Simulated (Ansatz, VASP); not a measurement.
**Two plane-wave programs on WSe2**

```
Se W
1.0
     3.24918    0.00000    0.00000
    -1.62459    2.81387    0.00000
     0.00000    0.00000   30.50000
Se W
2 1
Direct
  0.66667 0.33333 0.29489
  0.66667 0.33333 0.40511
  0.33333 0.66667 0.35000
```

Alike in both runs: functional PBEsol; k mesh 12 × 12 × 1; occupations gaussian, width 0.02 eV; no spin polarisation.

Ansatz relaxed the structure, and its values are those at the end. VASP's run is a single point on that final structure, the one shown.

|  | VASP | Ansatz |
| --- | --- | --- |
| version | VASP 6.6.1 | Ansatz 0.2.0 |
| potentials or method | VASP PAW PBE potentials, release 64 (Se, W_sv) | scalar-relativistic, plane waves, PAW |
| plane-wave cutoff (eV) | 520 | 420 |
| valence electrons in the cell | 26 | 46 |

|  | VASP | Ansatz | Ansatz less VASP |
| --- | --- | --- | --- |
| gap on the k mesh at the Fermi level (eV) | 1.65 | 1.65 | -0.001 |
| least direct gap on the mesh (eV) | 1.78 | 1.78 | +0.003 |
| rms of the force components (eV/Å) | 0.030 | 0.000 | -0.0297 |

The two sets of potentials don't hold the same shells in valence. Ansatz warned: «slab_cell_height_set».

Caveats: the PAW data sets were made with another functional, which shifts forces and pressure a little (VASP); spin-orbit coupling is left out, which moves the levels of the heavy elements. Expect the measured gap to be larger: semilocal functionals such as PBEsol lack the derivative discontinuity.
